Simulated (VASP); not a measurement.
Input of a VASP 6.6.1 run:

The input POSCAR:

```
LiH                                     
1.0
    0.0000000000      1.9860246743      1.9860246743
    1.9860246743      0.0000000000      1.9860246743
    1.9860246743      1.9860246743      0.0000000000
  Li              H             
     1     1
Direct
     0.0000000000000000    0.0000000000000000    0.0000000000000000
     0.5000000000000000    0.5000000000000000    0.5000000000000000
```

INCAR.step1

```
PREC     = Accurate       # precision mode
ENCUT    = 520            # plane-wave cutoff, eV
EDIFF    = 1E-5           # SCF threshold, eV
ISMEAR   = 0              # smearing method
SIGMA    = 0.03           # smearing width, eV
LREAL    = F              # projectors in reciprocal space
LASPH    = T              # aspherical terms in the spheres
NELM     = 80             # most SCF steps
ALGO     = Normal         # electronic algorithm
ISIF     = 2              # what is computed and relaxed
LWAVE    = T              # write WAVECAR
LCHARG   = F              # write CHGCAR
NBANDS   = 9              # bands
KPAR     = 8            
GGA      = PE             # functional
```

Contents of INCAR.step2:

```
PREC     = Accurate       # precision mode
ENCUT    = 520            # plane-wave cutoff, eV
EDIFF    = 1E-7           # SCF threshold, eV
ISMEAR   = 0              # smearing method
SIGMA    = 0.03           # smearing width, eV
LREAL    = F              # projectors in reciprocal space
LASPH    = T              # aspherical terms in the spheres
NELM     = 80             # most SCF steps
ALGO     = Normal         # electronic algorithm
ISIF     = 2              # what is computed and relaxed
LWAVE    = F              # write WAVECAR
LCHARG   = F              # write CHGCAR
GGA      = PE             # functional
LHFCALC  = T              # exact exchange
AEXX     = 0.25           # exact-exchange fraction
PRECFOCK = Fast         
HFRCUT   = -1           
NBANDS   = 9              # bands
KPAR     = 8            
ISTART   = 1
```

Contents of KPOINTS:

```
regular mesh
0
Gamma
  10 10 10
```

File KPOINTS_OPT:

```
explicit points
6
Reciprocal
 0.0000000000  0.0000000000  0.0000000000 1
 0.3750000000  0.3750000000  0.7500000000 1
 0.5000000000  0.5000000000  0.5000000000 1
 0.6250000000  0.2500000000  0.6250000000 1
 0.5000000000  0.2500000000  0.7500000000 1
 0.5000000000  0.0000000000  0.5000000000 1
```

Potentials or basis: VASP PAW PBE potentials, release 64 (Li_sv, H).

Launch:

```sh
$ cat potpaw_PBE.64/Li_sv/POTCAR potpaw_PBE.64/H/POTCAR > POTCAR
$ cp INCAR.step1 INCAR
$ mpirun -np 8 vasp_std > vasp.out
$ cp INCAR.step2 INCAR
$ mpirun -np 8 vasp_std > vasp.out
```

Question: What does it give for the band gap along the path?

Answer: 4.63 eV, direct.

Question: Estimate the band gap on the k mesh.

Answer: 4.63 eV, direct.
